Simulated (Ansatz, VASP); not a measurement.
Mg in VASP and in Ansatz

File INCAR:

```
SYSTEM = Mg
ALGO = Normal
EDIFF = 1E-6
ENCUT = 520
GGA = PE
ISIF = 2
ISMEAR = 0
LASPH = .TRUE.
LCHARG = .FALSE.
LREAL = .FALSE.
LWAVE = .FALSE.
NBANDS = 7
NELM = 60
PREC = Accurate
SIGMA = 0.1
```

File KPOINTS:

```
k-points
0
G
  16 16 16
  0 0 0
```

POSCAR

```
Mg
1.0
   -1.8566871680      1.8566871680      1.8566871680
    1.8566871680     -1.8566871680      1.8566871680
    1.8566871680      1.8566871680     -1.8566871680
Mg
1
Direct
    0.0000000000      0.0000000000      0.0000000000
```

Input for Ansatz:

```yaml
crystal:
  lattice:
    - [-1.856687168, 1.856687168, 1.856687168]
    - [1.856687168, -1.856687168, 1.856687168]
    - [1.856687168, 1.856687168, -1.856687168]
  atoms:
    - { symbol: Mg, position: [0.0, 0.0, 0.0] }
basis:
  ecutwfc: 420
kpoints:
  mp_grid: { grid: [16, 16, 16] }
hamiltonian:
  xc: pbe
scf:
  occupations: { method: gaussian, width: 0.1 }
output:
  forces: true
  stress: true
  eigenvalues: true
  populations: true
```

Alike in both runs: task single point; functional PBE; k mesh 16 × 16 × 16; occupations gaussian, width 0.1 eV; no spin polarisation.

```csv
,VASP,Ansatz
version,VASP 6.6.1,Ansatz 0.2.0
potentials or method,"VASP PAW PBE potentials, release 64 (Mg)","scalar-relativistic, plane waves, PAW"
plane-wave cutoff (eV),520,420
valence electrons in the cell,2,10
```

VASP gave:

```
gap on the k mesh at the Fermi level (eV) : none
pressure (GPa)                            : -3.2
```

**Question.** Estimate Ansatz's values.

**Answer.** gap on the k mesh at the Fermi level (eV): none; pressure (GPa): -3.0.

A gap of «none» marks a metal or a gap that the smearing closes. The two sets of potentials don't hold the same shells in valence.
